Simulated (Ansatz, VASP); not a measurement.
Two plane-wave programs on CdF2

Contents of INCAR:

```
ALGO     = Normal         # electronic algorithm
EDIFF    = 1E-6           # SCF threshold, eV
ENCUT    = 520            # plane-wave cutoff, eV
GGA      = PE             # functional
ISIF     = 2              # what is computed and relaxed
ISMEAR   = 0              # smearing method
LASPH    = True           # aspherical terms in the spheres
LCHARG   = True           # write CHGCAR
LELF     = True           # ELF
LREAL    = False          # projectors in reciprocal space
LVHAR    = True         
LWAVE    = False          # write WAVECAR
NBANDS   = 20             # bands
NELM     = 60             # most SCF steps
PREC     = Accurate       # precision mode
SIGMA    = 0.01           # smearing width, eV
```

Contents of KPOINTS:

```
k-points
0
Gamma
  6 6 6
```

The input POSCAR:

```
CdF2
1.0
    0.0000000000      2.7675543900      2.7675543900
    2.7675543900      0.0000000000      2.7675543900
    2.7675543900      2.7675543900      0.0000000000
Cd F
1 2
Direct
    0.0000000000      0.0000000000      0.0000000000
    0.2500000000      0.2500000000      0.2500000000
    0.7500000000      0.7500000000      0.7500000000
```

Input for Ansatz:

```yaml
crystal:
  lattice:
    - [0.0, 2.76755439, 2.76755439]
    - [2.76755439, 0.0, 2.76755439]
    - [2.76755439, 2.76755439, 0.0]
  atoms:
    - { symbol: Cd, position: [0.0, 0.0, 0.0] }
    - { symbol: F, position: [0.25, 0.25, 0.25] }
    - { symbol: F, position: [0.75, 0.75, 0.75] }
kpoints:
  mp_grid: { grid: [6, 6, 6] }
hamiltonian:
  xc: pbe
scf:
  occupations: { method: fixed }
  n_extra_bands: 4
output:
  forces: true
  stress: true
  eigenvalues: true
```

Alike in both runs: task single point; functional PBE; k mesh 6 × 6 × 6; no spin polarisation.

|  | VASP | Ansatz |
| --- | --- | --- |
| version | VASP 6.6.1 | Ansatz 0.2.0 |
| potentials or method | VASP PAW PBE potentials, release 64 (Cd, F) | plane waves, PAW |
| plane-wave cutoff (eV) | 520 | 420 |
| occupations | gaussian, width 0.01 eV | fixed |
| valence electrons in the cell | 26 | 34 |

|  | VASP | Ansatz | Ansatz less VASP |
| --- | --- | --- | --- |
| gap on the k mesh at the Fermi level (eV) | 2.80 | 2.83 | +0.028 |
| pressure (GPa) | -2.1 | -2.5 | -0.45 |

The two sets of potentials don't hold the same shells in valence.

A k mesh can miss the band edges. As with any semilocal functional, this PBE gap is likely too small.
